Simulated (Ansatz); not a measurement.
Relaxing BaF2 in the fluorite type

First guess:

```yaml
crystal:
  lattice:
    - [0.00000, 2.97466, 2.97466]
    - [2.97466, 0.00000, 2.97466]
    - [2.97466, 2.97466, 0.00000]
  atoms:
    - { symbol: Ba, position: [0.00000, 0.00000, 0.00000] }
    - { symbol: F, position: [0.25000, 0.25000, 0.25000] }
    - { symbol: F, position: [0.75000, 0.75000, 0.75000] }
```

Computed with DFT, PBE, PAW with Ansatz's default frozen-core files, scalar-relativistic in Ansatz 0.2.0.

Cell and atoms relax within the symmetry of the start on a 11×11×11 k mesh with 0.05 eV Fermi–Dirac smearing.

The start is built from a prototype, known or not as a phase of this compound; the cutoff is 420 eV.

No spin–orbit coupling, which matters for the heavy atoms here.

Problem. What is the pressure of the first guess?

Solution. 11.16 GPa.

Problem. What does it relax to?

Solution. a = 6.245 Å, b = 6.245 Å, c = 6.245 Å, α = 90.00°, β = 90.00°, γ = 90.00° (conventional cell), 20.29 Å³ per atom:
```cif
data_structure
_symmetry_space_group_name_H-M 'Fm-3m'
_symmetry_Int_Tables_number 225
_cell_length_a 6.2447
_cell_length_b 6.2447
_cell_length_c 6.2447
_cell_angle_alpha 90.000
_cell_angle_beta 90.000
_cell_angle_gamma 90.000
_cell_volume 243.52
loop_
_atom_site_label
_atom_site_type_symbol
_atom_site_symmetry_multiplicity
_atom_site_Wyckoff_symbol
_atom_site_fract_x
_atom_site_fract_y
_atom_site_fract_z
_atom_site_occupancy
Ba1 Ba 4 a 0.00000 0.00000 0.00000 1
F1 F 8 c 0.25000 0.75000 0.75000 1
```

Problem. How much energy does the relaxation release?

Solution. 84 meV/atom.
